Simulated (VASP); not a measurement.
Runs of VASP 6.6.1 on ZnSe (Stilleite). Symmetry: F-43m, No. 216, cubic system. Conventional cell: a = 5.668 Å, b = 5.668 Å, c = 5.668 Å, α = 90.00°, β = 90.00°, γ = 90.00°. Zn (site symmetry -43m) has 4 Se at 2.45 Å as nearest neighbours. Around Se (site symmetry -43m) lie 4 Zn at 2.45 Å. 

```csv
level,potentials or basis,spin,k mesh,cutoff (eV),further INCAR settings,grid for exact exchange (PRECFOCK),screening parameter,mesh quality,gap on the mesh (eV),pressure (GPa)
LDA,"VASP PAW LDA potentials, release 64 (Zn, Se)",off,7 × 7 × 7,520,ALGO = Fast; EDIFF = 1e-07,-,-,not flagged,1.07,(a)
PBEsol,"VASP PAW PBE potentials, release 64 (Zn, Se)",off,7 × 7 × 7,520,ALGO = Fast; EDIFF = 1e-07,-,-,not flagged,1.17,-0.8
HSE06,"VASP PAW PBE potentials, release 64 (Zn, Se)",off,5 × 5 × 5,520,ALGO = Normal; EDIFF = 1e-07,Normal,0.2 1/A,not flagged,2.43,1.2
LDA,"VASP PAW LDA potentials, release 64 (Zn, Se)",off,4 × 4 × 4,300,ALGO = Fast; EDIFF = 1e-07,-,-,coarse,1.04,-
r2SCAN,"VASP PAW PBE potentials, release 64 (Zn, Se)",off,7 × 7 × 7,520,ALGO = Normal; EDIFF = 1e-07,-,-,not flagged,(b),0.0
PBEsol,"VASP PAW PBE potentials, release 64 (Zn, Se)","SOC, no magnetisation",7 × 7 × 7,520,ALGO = Fast; EDIFF = 1e-07,-,-,not flagged,-,-0.8
```

Alike in all rows: task single point; cell as given; smearing fermi-dirac 0.02 eV.

**Question.** Estimate the missing entries.

**Answer.** (a) -3.1; (b) 1.87.

Caveats: some runs use coarse meshes; the PAW data sets were made with another functional, which shifts forces and pressure a little (some runs); the cutoff is under 1.25 times the usual one of these potentials, so pressure, stress and relaxed cells hold a basis-set (Pulay) error (some runs).

A k mesh can miss the band edges, and rows without SOC leave out spin-orbit coupling on Se.

Runs at the PBE level aren't shown here.
